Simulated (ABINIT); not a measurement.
A run of ABINIT 10.8.3 (patched build) is set up as follows.

Contents of run.abi:

```
# Datasets: ground state, then fixed potential
ndtset 2

# Pseudopotentials
pp_dirpath "./"
pseudos "Mo.GGA_PBE-JTH.xml"

# Structure
acell 2.7432376088 2.7432376088 2.7432376088 Angstrom
rprim
    -0.5773502692     0.5773502692     0.5773502692
     0.5773502692    -0.5773502692     0.5773502692
     0.5773502692     0.5773502692    -0.5773502692
ntypat 1
znucl 42
natom 1
typat 1
xcart
     0.0000000000     0.0000000000     0.0000000000

# Plane-wave basis
ecut 408.170794 eV
pawecutdg 30.0

# Exchange and correlation
ixc -150130

# Bands and occupations
occopt 3
tsmear 0.05 eV

# SCF cycle
nstep 100

# Output
iomode 3
prtwf 0
prteig 0
prtebands 0
prtden1 1
prtvha1 1
prtvclmb1 1
prtpot1 1

# Dataset 1
kptopt1 1
ngkpt1 12 12 12
nshiftk1 1
shiftk1 0.0 0.0 0.0
nband1 11
tolvrs1 1.0e-9

# Dataset 2: bands along G-H-N-G-P-H
iscf2 -2
getden2 1
nband2 17
nbdbuf2 4
tolwfr2 1.0e-11
kptopt2 -5
ndivsm2 8
prteig2 1
kptbounds2
     0.0000000000     0.0000000000     0.0000000000
     0.5000000000    -0.5000000000     0.5000000000
     0.0000000000     0.0000000000     0.5000000000
     0.0000000000     0.0000000000     0.0000000000
     0.2500000000     0.2500000000     0.2500000000
     0.5000000000    -0.5000000000     0.5000000000
```

Potentials or basis: JTH PAW PBE v2.0.

Command:

```bash
$ abinit run.abi > log 2>&1
```

Task: Estimate the band gap on the k mesh.

Result: None (metal or under the smearing width).

Task: Estimate the pressure.

Result: -11.1 GPa.

Levels at the corners of the path, in eV from the Fermi level:
```
point  band 5  band 6  band 7  band 8  band 9  band 10
    Γ   -7.23   -1.26   -1.26   -1.26    1.68     1.68
    H   -5.30   -5.30    4.01    4.01    4.01     8.92
    N   -5.21   -3.26    1.50    1.72    2.34     4.76
    Γ   -7.23   -1.26   -1.26   -1.26    1.68     1.68
    P   -2.55   -2.55   -2.55    2.46    2.46     9.40
    H   -5.30   -5.30    4.01    4.01    4.01     8.92
```

Caveat: the PAW data sets were made with another functional, which shifts forces and pressure a little.
